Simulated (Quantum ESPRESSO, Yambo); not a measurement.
# SiC (F-43m): Bethe-Salpeter spectra with Yambo, part 5 of 5

Wanted: excitons and ε₂ of SiC (F-43m), with cost.

Quantum ESPRESSO 7.5 and Yambo 5.3.0; PBE and many-body steps on it, plane waves. Known limits of the many-body steps: not at the basis limit; coarse k mesh; bindings not settled in the k mesh.

So far. Step 23 (k mesh (12×12×12)): The lowest state lies at 5.363 eV, 0.176 eV under the direct gap. Step 24 (Triplet (no exchange term)): The lowest triplet lies at 5.357 eV; without spin-orbit coupling triplets are dark, so no spectrum is read.

### Step 25. Spectrum in a wider window (continued)

Level of this step: Bethe-Salpeter equation on PBE with a scissors shift, plane waves, norm-conserving pseudopotentials (Yambo).

Field along x; broadening 0.1 eV; transition window only. Limits: finite bands, cutoff and mesh; exciton not shown settled in the k mesh. The ε₂ by photon energy; read off at these points:

```
photon energy (eV)     BSE  no electron-hole interaction
              0.00  0.0423                        0.0314
              0.30  0.0462                        0.0338
              0.60  0.0507                        0.0366
              0.90  0.0558                        0.0398
              1.20  0.0618                        0.0434
              1.50  0.0690                        0.0475
              1.80  0.0774                        0.0524
              2.10  0.0876                        0.0580
              2.40   0.100                        0.0646
              2.70   0.116                        0.0726
              3.00   0.135                        0.0822
              3.30   0.161                        0.0942
              3.60   0.196                         0.109
              3.90   0.245                         0.129
              4.20   0.318                         0.155
              4.50   0.439                         0.193
              4.80    0.68                         0.253
              5.10    1.43                         0.367
              5.40    6.23                         0.785
              5.60    8.18                          1.68
              5.90    8.85                          3.89
              6.20    15.3                          4.73
              6.50    23.7                          6.55
              6.60    25.9                          5.68
              6.80    25.2                          9.20
              7.10    36.3                          10.9
              7.40    17.3                          14.4
              7.70    10.6                          22.1
              8.00    6.27                          22.2
              8.30    8.31                          10.2
              8.60    9.80                          9.56
              8.90    13.2                          10.4
              9.20    8.98                          15.3
              9.50    4.27                          20.1
              9.80    4.42                          9.10
             10.10    5.16                          8.05
             10.40    3.60                          8.12
             10.70    2.91                          5.76
             11.00    2.46                          5.04
```

### Step 26. The runs together

Times are wall times on 8 MPI ranks of Arm Neoverse V1, shared host, good to a factor of about two.

```
                       run      mesh  transitions  broadening (eV)  direct gap (eV)  lowest state (eV)  binding (eV)  mesh cell's term (eV)  tallest peak (eV)  height     time
                  excitons     4×4×4          192              0.1            5.539              5.169         0.370                  0.420               6.40     121    2.8 s
triplet (no exchange term)     4×4×4          192              0.1            5.539              5.128         0.411                  0.420                  -       -    1.1 s
            k mesh (6×6×6)     6×6×6          648              0.1            5.539              5.228         0.311                  0.344               7.05    38.2    4.6 s
triplet (no exchange term)     6×6×6          648              0.1            5.539              5.213         0.326                  0.344                  -       -    2.3 s
            k mesh (8×8×8)     8×8×8         1536              0.1            5.539              5.288         0.251                  0.274               6.60    25.5     18 s
triplet (no exchange term)     8×8×8         1536              0.1            5.539              5.279         0.259                  0.274                  -       -     23 s
         k mesh (10×10×10)  10×10×10         3000              0.1            5.539              5.332         0.207                  0.223               7.00    30.6  2.7 min
triplet (no exchange term)  10×10×10         3000              0.1            5.539              5.326         0.213                  0.223                  -       -     76 s
         k mesh (12×12×12)  12×12×12         5184              0.1            5.539              5.363         0.176                  0.186               7.20    28.3  5.6 min
triplet (no exchange term)  12×12×12         5184              0.1            5.539              5.357         0.181                  0.186                  -       -  5.5 min
spectrum in a wider window  12×12×12        20736              0.1            5.539                  -             -                      -               7.10    36.3  3.9 min
```

### Step 27. What came out

```
excitons                   : lowest state 5.169 eV (not settled in the k mesh)
triplet (no exchange term) : lowest state 5.128 eV (not settled in the k mesh)
k mesh (6×6×6)             : lowest state 5.228 eV (not settled in the k mesh)
triplet (no exchange term) : lowest state 5.213 eV (not settled in the k mesh)
k mesh (8×8×8)             : lowest state 5.288 eV (not settled in the k mesh)
triplet (no exchange term) : lowest state 5.279 eV (not settled in the k mesh)
k mesh (10×10×10)          : lowest state 5.332 eV (not settled in the k mesh)
triplet (no exchange term) : lowest state 5.326 eV (not settled in the k mesh)
k mesh (12×12×12)          : lowest state 5.363 eV (not settled in the k mesh)
triplet (no exchange term) : lowest state 5.357 eV (not settled in the k mesh)
```

In words: On the 4×4×4 mesh the lowest exciton lies at 5.169 eV, 0.370 eV below the direct gap; one cell of the mesh carries a screened Coulomb term of 0.42 eV, so this binding is not shown settled. That state is dark or weak; the first strong one lies at 5.178 eV. Bindings below are those of the lowest state. Between the two densest meshes the binding falls by 0.84 of the fall in the mesh cell's term (the screened Coulomb energy of a charge repeated on the supercell that the mesh stands for). The binding is still 0.9 times that term, so the mesh does not resolve the exciton and no limit can be drawn. Triplet (no exchange term), against «excitons (4×4×4)»: the lowest state moves by −0.040 eV (keys changed: BSENGexx). Triplets are dark. k mesh (6×6×6), against «excitons (4×4×4)»: the lowest state moves by +0.059 eV. Triplet (no exchange term), against «k mesh (6×6×6)»: the lowest state moves by −0.015 eV (keys changed: BSENGexx). Triplets are dark. k mesh (8×8×8), against «k mesh (6×6×6)»: the lowest state moves by +0.060 eV. Triplet (no exchange term), against «k mesh (8×8×8)»: the lowest state moves by −0.009 eV (keys changed: BSENGexx). Triplets are dark. k mesh (10×10×10), against «k mesh (8×8×8)»: the lowest state moves by +0.044 eV. Triplet (no exchange term), against «k mesh (10×10×10)»: the lowest state moves by −0.006 eV (keys changed: BSENGexx). Triplets are dark. k mesh (12×12×12), against «k mesh (10×10×10)»: the lowest state moves by +0.031 eV. Triplet (no exchange term), against «k mesh (12×12×12)»: the lowest state stays within 0.01 eV (keys changed: BSENGexx). Triplets are dark. A rigid shift treats all transitions alike. In the G0W0 table the openings from the upper filled bands to the empty bands at the same k run from +0.82 to +1.17 eV (median +0.94), where the shift is +0.99 eV, so peaks stand off by such differences. Lines within a few meV of each other can be one level split by numerical noise, or distinct levels. Screening is static and electronic alone, and only transitions inside the band window count. The 4×4×4 mesh is coarse for this cell, which bears on the long-range parts of exchange and screening.

[Paths, hosts, dates, memory and timing lines, banners, echoed tables and standing remarks are left out of the program output.]

[Logs are printed without paths, hosts, clocks, repeated set-up lines and the standing remarks that a program may print on its own settings, such as how far it seeks lower states.]

[Runs of the session that timed out or met a known fault of the program may be left out.]

[Hosts, paths, dates, database ids (printed as entryN), source tags and the programs' standing remarks are cut or masked in the printed files.]
